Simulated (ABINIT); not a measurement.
A run of ABINIT 10.8.3 (patched build) is set up as follows.

File run.abi:

```
# Pseudopotentials
pp_dirpath "./"
pseudos "Zn.upf, O.upf"

# Structure
acell 3.249308 3.249308 5.205709 Angstrom
rprim
     1.0000000000     0.0000000000     0.0000000000
    -0.5000000000     0.8660254038     0.0000000000
     0.0000000000     0.0000000000     1.0000000000
ntypat 2
znucl 30 8
natom 4
typat 1 1 2 2
xred
     0.6666666667     0.3333333333     0.0000000000
     0.3333333333     0.6666666667     0.5000000000
     0.3333333333     0.6666666667     0.8790100000
     0.6666666667     0.3333333333     0.3790100000

# Plane-wave basis
ecut 36.0

# k points
kptopt 1
ngkpt 7 7 4
nshiftk 1
shiftk 0.0 0.0 0.0

# Exchange and correlation
ixc 7

# Bands and occupations
nband 32
occopt 3
tsmear 0.05 eV

# SCF cycle
nstep 100
tolvrs 1.0e-10

# Output
iomode 3
prtwf 0
prtden 0
prteig 0
prtebands 0
enunit 2
prtvol 2
```

Potentials or basis: PseudoDojo NC SR LDA v0.4.1 standard.

Command:

```console
$ abinit run.abi > log 2>&1
```

Task: Predict the largest force.

Result: 0.052 eV/Å.

Task: Predict the band gap on the k mesh.

Result: 0.79 eV, direct.

Forces on the atoms (eV/Å):
```
Zn   0.000  0.000 -0.052
Zn   0.000  0.000 -0.052
O    0.000  0.000  0.052
O    0.000  0.000  0.052
```

**Measured values to compare with.**

From “Electronic structure of alkaline earth and post-transition metal oxides”, 2009, arxiv:0908.1581, for a bulk crystal of ZnO: band gap 3.37 eV.

Measured gap of ZnO: 3.37 eV (quoted in “Electronic structure of alkaline earth and post-transition metal oxides”, 2009, arxiv:0908.1581). This calculation gives 0.79 eV (-2.58 eV). So large a miss can be the level of theory's own, or it may mean another phase, state or a wrong row. The value is that of LDA, without temperature or zero-point motion. Semilocal functionals fall short of measured gaps as a rule.
